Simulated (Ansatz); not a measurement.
**GaAs wire along [110], 42 atoms a period, H-terminated: bands by functional and under strain**

Wanted: the relaxed geometry and the bands of the GaAs wire along [110], 42 atoms a period, H-terminated.

Calculated with Ansatz 0.2.0; DFT PBE, plane waves, PAW; relaxation of a wire's period; PAW set soft_1, in the first sound run; inputs show where later runs differ.

Report form: the programs' logs are mostly left out.

### 1. The starting structure

The cell holds 62 atoms: 21 As, 20 H and 21 Ga. Its edges and angles: a = 24.420 Å, b = 25.644 Å, c = 4.066 Å, α = 90.0°, β = 90.0°, γ = 90.0°. Vacuum lies along a and b. The structure's axis is c.

### 2. The relaxed wire

Band widths follow the bond lengths, so the wire is relaxed first. The atoms and the third cell vector are free; the box across stays fixed as vacuum. A Fermi-Dirac smearing is set since the result may be a metal. The pressure printed is a third of the stress's trace over the whole box, vacuum included; only the stress along the axis is relaxed.

The input, input.yaml:

```yaml
crystal:
  lattice:
    - [24.42, 0.0, 0.0]
    - [0.0, 25.644, 0.0]
    - [0.0, 0.0, 4.0658639918]
  atoms:
    - { symbol: As, position: [0.175876041, 0.42071676, 0.0] }
    - { symbol: H, position: [0.197386548, 0.291134924, 0.0] }
    - { symbol: Ga, position: [0.234741725, 0.341441608, 0.0] }
    - { symbol: Ga, position: [0.234741725, 0.499991912, 0.0] }
    - { symbol: As, position: [0.411338776, 0.262166456, 0.0] }
    - { symbol: As, position: [0.411338776, 0.42071676, 0.0] }
    - { symbol: H, position: [0.432849283, 0.867399203, 0.0] }
    - { symbol: Ga, position: [0.47020446, 0.341441608, 0.0] }
[... 50 atom lines left out ...]
    - { symbol: As, position: [0.646801512, 0.579267064, 0.0] }
    - { symbol: As, position: [0.646801512, 0.737817367, 0.0] }
    - { symbol: H, position: [0.683447413, 0.787168861, 0.0] }
    - { symbol: Ga, position: [0.705667196, 0.658542215, 0.0] }
kpoints:
  mp_grid: { grid: [1, 1, 20] }
scf:
  occupations: { method: fermi_dirac, width: 0.05 }
hamiltonian:
  xc: pbe
  pseudopotentials: { kind: paw, azcp: { folder: soft_1 } }
relax:
  cell: { fix: [a, b, alpha, beta, gamma] }
  max_steps: 45
  f_tol: 0.03
```

Started as:

```sh
$ ansatz run input.yaml --threads 16 --pin off --max-ram 61440MiB --backend cuda --events-out ev --progress --plain --runs-dir out --max-vram 78GiB
```

Elapsed: 30 s, on 1 × NVIDIA GB200 with 16 threads of Arm Neoverse V2, shared host; peak memory 2 GiB.

Relaxation path:

| step | energy less that of the first step (eV) | largest force component (eV/Å) | pressure (GPa) | volume (Å³) |
| --- | --- | --- | --- | --- |
| 1 | 0.0000 | 0.8914 | -0.01 | 2546.15 |
| 2 | -1.0088 | 0.6273 | -0.16 | 2582.08 |
| 3 | -1.1269 | 0.1950 | -0.05 | 2583.90 |
| 4 | -1.1350 | 0.1497 | 0.01 | 2583.30 |
| 5 | -1.1485 | 0.0853 | -0.01 | 2582.04 |
| 6 | -1.1517 | 0.0093 | 0.00 | 2583.80 |
| 7 | -1.1577 | 0.0092 | 0.00 | 2583.80 |

The run keeps the 4 symmetry operations that it works with, so distortions that break them were not tested.

| cell as run | before | after | change |
| --- | --- | --- | --- |
| c (Å) | 4.066 | 4.126 | +1.5 % |

The atoms that moved most (Å, along periodic axes as changes of fractional coordinates times the final cell, across vacuum about the mean position):

| atom | dx | dy | dz | length |
| --- | --- | --- | --- | --- |
| Ga53 | 0.101 | 0.270 | 0.000 | 0.288 |
| Ga3 | 0.101 | -0.270 | 0.000 | 0.288 |
| As1 | 0.258 | -0.071 | 0.000 | 0.267 |
| As51 | 0.258 | 0.071 | 0.000 | 0.267 |
| H43 | -0.232 | 0.113 | 0.000 | 0.258 |
| H44 | -0.232 | -0.113 | 0.000 | 0.258 |
| H13 | -0.157 | 0.148 | 0.000 | 0.216 |
| H61 | -0.157 | -0.148 | 0.000 | 0.216 |

Numbers from this step:

| Quantity | Value |
| --- | --- |
| energy at zero smearing | -181746.6662 eV |
| cell length along the wire | 4.126 Å |

The cell's length comes to 4.126 Å with spin left out.

### 3. The perfect wire

This step: DFT PBE, plane waves, PAW; bands of a perfect wire; PAW set soft_1 (Ansatz 0.2.0).

At the relaxed period the bands are computed along the axis; those that cross an energy going forward count the channels that a perfect wire would open there.

The input, input.yaml:

```yaml
crystal:
  lattice:
    - [24.42, 0.0, 0.0]
    - [0.0, 25.644, 0.0]
    - [0.0, 0.0, 4.1259869656]
  atoms:
    - { symbol: As, position: [0.186424571, 0.417945294, 0.0] }
    - { symbol: H, position: [0.195067546, 0.28648983, 0.0] }
    - { symbol: Ga, position: [0.238890935, 0.330929983, 0.0] }
    - { symbol: Ga, position: [0.241103769, 0.5, 0.0] }
    - { symbol: As, position: [0.410440187, 0.261444761, 0.0] }
    - { symbol: As, position: [0.411556507, 0.420044467, 0.0] }
    - { symbol: H, position: [0.431772594, 0.87161477, 0.0] }
    - { symbol: Ga, position: [0.469494917, 0.339569354, 0.0] }
[... 50 atom lines left out ...]
    - { symbol: As, position: [0.646090924, 0.577279162, 0.0] }
    - { symbol: As, position: [0.642048916, 0.732044975, 0.0] }
    - { symbol: H, position: [0.67700425, 0.781389426, 0.0] }
    - { symbol: Ga, position: [0.705622326, 0.655355889, 0.0] }
kpoints:
  mp_grid: { grid: [1, 1, 20] }
  band_path: { path: ["Γ", Z], npoints: 90 }
scf:
  occupations: { method: fermi_dirac, width: 0.05 }
hamiltonian:
  xc: pbe
  pseudopotentials: { kind: paw, azcp: { folder: soft_1 } }
output:
  dos: { e_range: [-5, 4] }
  write_potential: true
  write_density: true
  volumetric_format: npy
```

It took 34 s on 1 × NVIDIA GB200 with 16 threads; peak memory 5 GiB.

This step gave:

| Property | Result |
| --- | --- |
| energy at zero smearing | -181746.6661 eV |
| band gap | 0.3345 eV |

Electronic bands along the path, in eV, zero at the Fermi level; v1 is the highest filled band, c1 the lowest empty one:

| point | v4 | v3 | v2 | v1 | c1 | c2 | c3 | c4 |
| --- | --- | --- | --- | --- | --- | --- | --- | --- |
| Γ | -1.27 | -1.24 | -0.34 | -0.17 | 0.17 | 0.34 | 0.40 | 0.55 |
| halfway | -1.71 | -1.64 | -1.45 | -1.21 | 1.02 | 1.20 | 1.39 | 1.53 |
| Z | -2.09 | -2.08 | -1.74 | -1.64 | 0.71 | 0.85 | 0.94 | 1.18 |

The gap is 0.335 eV, with spin left out.

On this path the gap is direct, 0.33 eV, with the valence top at Γ and the conduction bottom at Γ.

### 4. Another level of theory, cutoff 500 eV, k-mesh 1×1×15

This step: DFT r2SCAN, plane waves, PAW; bands of a perfect wire at the PBE geometry; PAW set soft_1 (Ansatz 0.2.0).

The atoms stay at the PBE geometry and the functional changes. r2SCAN also reads the kinetic-energy density; it often gives larger moments and wider gaps than PBE, at a higher cost. Against the first PBE run of this kind, the cutoff is 500 eV against 420 and the mesh along the wire has 15 points against 20.

Edit input.yaml of step 3 so:

```diff
@@ -69,3 +69,3 @@
 kpoints:
-  mp_grid: { grid: [1, 1, 20] }
+  mp_grid: { grid: [1, 1, 15] }
   band_path: { path: ["Γ", Z], npoints: 90 }
@@ -74,8 +74,3 @@
 hamiltonian:
-  xc: pbe
+  xc: r2scan
   pseudopotentials: { kind: paw, azcp: { folder: soft_1 } }
-output:
-  dos: { e_range: [-5, 4] }
-  write_potential: true
-  write_density: true
-  volumetric_format: npy
```

Elapsed: 42 s, on 1 × NVIDIA GB200 with 16 threads; peak memory 5.3 GiB.

Numbers from this step:

```
energy at zero smearing : -182080.8443 eV
band gap                : 0.6177 eV
```

Electronic bands along the path, in eV, zero at the Fermi level; v1 is the highest filled band, c1 the lowest empty one:

| point | v4 | v3 | v2 | v1 | c1 | c2 | c3 | c4 |
| --- | --- | --- | --- | --- | --- | --- | --- | --- |
| Γ | -1.52 | -1.48 | -0.48 | -0.31 | 0.31 | 0.45 | 0.51 | 0.66 |
| halfway | -1.96 | -1.88 | -1.66 | -1.40 | 1.13 | 1.33 | 1.50 | 1.60 |
| Z | -2.36 | -2.33 | -1.95 | -1.86 | 0.79 | 0.95 | 0.96 | 1.24 |

The gap is 0.618 eV, against 0.335 eV under PBE at the relaxed period.

### 5. At a strained period, period over the relaxed period 1.06

This step: DFT PBE, plane waves, PAW; relaxation at a fixed period; PAW set soft_1 (Ansatz 0.2.0).

The period is set to 1.06 times the relaxed one and the atoms relax within it: strain changes bond lengths and angles, which shifts the bands against each other. Against the first PBE run of this kind, the mesh along the wire has 14 points against 20.

The cell differs from the one that the last finished run ended in (c 4.126 → 4.374 Å).

Edit input.yaml of step 4 so:

```diff
@@ -4,3 +4,3 @@
     - [0.0, 25.644, 0.0]
-    - [0.0, 0.0, 4.1259869656]
+    - [0.0, 0.0, 4.3735461835]
   atoms:
@@ -69,3 +69,3 @@
 kpoints:
-  mp_grid: { grid: [1, 1, 15] }
+  mp_grid: { grid: [1, 1, 14] }
   band_path: { path: ["Γ", Z], npoints: 90 }
@@ -74,3 +74,8 @@
 hamiltonian:
-  xc: r2scan
+  xc: pbe
   pseudopotentials: { kind: paw, azcp: { folder: soft_1 } }
+relax:
+  max_steps: 40
+  f_tol: 0.02
+output:
+  stress: true
```

Run time: 46 s. Hardware: 1 × NVIDIA GB200 with 16 threads; peak memory 2.7 GiB.

The steps of the relaxation:

| step | energy less that of the first step (eV) | largest force component (eV/Å) |
| --- | --- | --- |
| 1 | 0.0000 | 0.7026 |
| 2 | -0.3818 | 0.3563 |
| 3 | -0.4376 | 0.0551 |
| 4 | -0.4397 | 0.0262 |
| 5 | -0.4409 | 0.0115 |

Forces are held to the 4 operations that the run works with; a distortion that breaks them can't arise in this run.

The atoms that moved most (Å):

| atom | dx | dy | dz | length |
| --- | --- | --- | --- | --- |
| H50 | -0.226 | 0.000 | -0.054 | 0.232 |
| H49 | -0.226 | 0.000 | -0.054 | 0.232 |
| H17 | -0.226 | 0.000 | 0.054 | 0.232 |
| H16 | -0.226 | 0.000 | 0.054 | 0.232 |
| H2 | 0.205 | -0.025 | 0.000 | 0.207 |
| H52 | 0.205 | 0.025 | 0.000 | 0.207 |
| As41 | -0.203 | 0.003 | 0.000 | 0.203 |
| As40 | -0.203 | -0.003 | 0.000 | 0.203 |

Numbers from this step:

```
energy at zero smearing : -181745.5802 eV
band gap                : 0.2714 eV
```

The electronic bands at the labelled points (eV, zero at the Fermi level; v1 is the highest filled band, c1 the lowest empty one):

| point | v4 | v3 | v2 | v1 | c1 | c2 | c3 | c4 |
| --- | --- | --- | --- | --- | --- | --- | --- | --- |
| Γ | -0.76 | -0.67 | -0.36 | -0.14 | 0.13 | 0.30 | 0.39 | 0.59 |
| halfway | -1.12 | -1.05 | -0.92 | -0.64 | 1.44 | 1.57 | 1.85 | 1.98 |
| Z | -1.49 | -1.45 | -1.13 | -0.97 | 1.27 | 1.36 | 1.55 | 1.76 |

The gap is 0.271 eV, against 0.335 eV under PBE at the relaxed period.

### 6. At a strained period, period over the relaxed period 1.1

The period is set to 1.1 times the relaxed one and the atoms relax within it: strain changes bond lengths and angles, which shifts the bands against each other. Against the first PBE run of this kind, the mesh along the wire has 14 points against 20.

The cell differs from the one that the last finished run ended in (c 4.374 → 4.539 Å).

Edit input.yaml of step 5 so:

```diff
@@ -4,3 +4,3 @@
     - [0.0, 25.644, 0.0]
-    - [0.0, 0.0, 4.3735461835]
+    - [0.0, 0.0, 4.5385856622]
   atoms:
```

Wall time 54 s (1 × NVIDIA GB200 with 16 threads); peak memory 2.7 GiB; 6.1 min of CPU time.

Relaxation path:

| step | energy less that of the first step (eV) | largest force component (eV/Å) |
| --- | --- | --- |
| 1 | 0.0000 | 1.0500 |
| 2 | -0.8521 | 0.4806 |
| 3 | -1.0666 | 0.0911 |
| 4 | -1.0861 | 0.0344 |
| 5 | -1.0885 | 0.0199 |
| 6 | -1.0893 | 0.0080 |

The run keeps the 4 symmetry operations that it works with, so distortions that break them were not tested.

The atoms that moved most (Å):

| atom | dx | dy | dz | length |
| --- | --- | --- | --- | --- |
| H17 | -0.376 | -0.006 | 0.098 | 0.389 |
| H16 | -0.376 | 0.006 | 0.098 | 0.389 |
| H50 | -0.376 | -0.006 | -0.098 | 0.389 |
| H49 | -0.376 | 0.006 | -0.098 | 0.389 |
| H2 | 0.357 | -0.045 | 0.000 | 0.359 |
| H52 | 0.357 | 0.045 | 0.000 | 0.359 |
| Ga4 | 0.345 | 0.000 | 0.000 | 0.345 |
| As40 | -0.344 | -0.006 | 0.000 | 0.344 |

This step gave:

```
energy at zero smearing : -181743.9145 eV
band gap                : 0.1405 eV
```

The electronic bands at the labelled points (eV, zero at the Fermi level; v1 is the highest filled band, c1 the lowest empty one):

| point | v4 | v3 | v2 | v1 | c1 | c2 | c3 | c4 |
| --- | --- | --- | --- | --- | --- | --- | --- | --- |
| Γ | -0.46 | -0.37 | -0.37 | -0.10 | 0.04 | 0.24 | 0.32 | 0.51 |
| halfway | -0.77 | -0.76 | -0.61 | -0.33 | 1.57 | 1.70 | 1.98 | 2.03 |
| Z | -1.14 | -1.06 | -0.80 | -0.60 | 1.54 | 1.59 | 1.86 | 2.05 |

The gap is 0.140 eV, against 0.335 eV under PBE at the relaxed period.

### 7. Outcome

```json
{
  "cell length, PBE": "4.126 Å",
  "gap, PBE": "0.335 eV",
  "gap, r2SCAN": "0.618 eV",
  "gap, period scaled by 1.06": "0.271 eV",
  "gap, period scaled by 1.1": "0.140 eV"
}
```

**Reading.** Under PBE the cell's length is 4.13 Å, and a gap of 0.33 eV makes it a semiconductor. At the relaxed period the wire is gapped under every functional, from 0.33 eV (PBE) to 0.62 eV (r2SCAN). Weak screening in one dimension makes quasiparticle gaps larger than the semilocal gaps, as a rule. Strain matters: under PBE the gap goes from 0.33 eV to 0.271 eV at 1.06 times the period and 0.140 eV at 1.1 times the period. Where the gap is under about 0.35 eV, the smearing of 0.05 eV partly fills the band edges in the SCF. Plain hydrogen on a compound's surface is a simple closure: it may leave surface states, and facets that end in unlike atoms put a field across the wire, both of which shrink the gap.

[Logs are printed without paths, hosts, clocks, repeated set-up lines and the standing remarks that a program may print on its own settings, such as how far it seeks lower states.]

[Hosts, paths, dates, database ids (printed as entryN), source tags and the programs' standing remarks are cut or masked in the printed files.]
